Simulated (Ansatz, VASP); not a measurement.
## Bi in VASP and in Ansatz

```xyz
1
Lattice="-1.8273 1.8273 1.8273 1.8273 -1.8273 1.8273 1.8273 1.8273 -1.8273" Properties=species:S:1:pos:R:3 pbc="T T T"
Bi    0.0000    0.0000    0.0000
```

Alike in both runs: functional PBEsol; k mesh 16 × 16 × 16; occupations fermi-dirac, width 0.1 eV; no spin polarisation.

Ansatz relaxed the structure, and its values are those at the end. VASP's run is a single point on that final structure, the one shown.

|  | VASP | Ansatz |
| --- | --- | --- |
| version | VASP 6.6.1 | Ansatz 0.2.0 |
| potentials or method | VASP PAW PBE potentials, release 64 (Bi_d) | scalar-relativistic, plane waves, PAW |
| plane-wave cutoff (eV) | 520 | 420 |
| valence electrons in the cell | 15 | 15 |

Ansatz gave:

| Property | Result |
| --- | --- |
| gap on the k mesh at the Fermi level (eV) | none |
| pressure (GPa) | 20.2 |

Q: Which values does VASP return?

A: gap on the k mesh at the Fermi level (eV): none; pressure (GPa): 20.1.

A gap of «none» marks a metal or a gap that the smearing closes.

Caveats: so large a pressure means that the cell lies far from this level's equilibrium, or that cutoff or potentials fall short (VASP); the potentials were made for another functional, which shifts forces and pressure (VASP); spin-orbit coupling is left out, which moves the levels of the heavy elements.
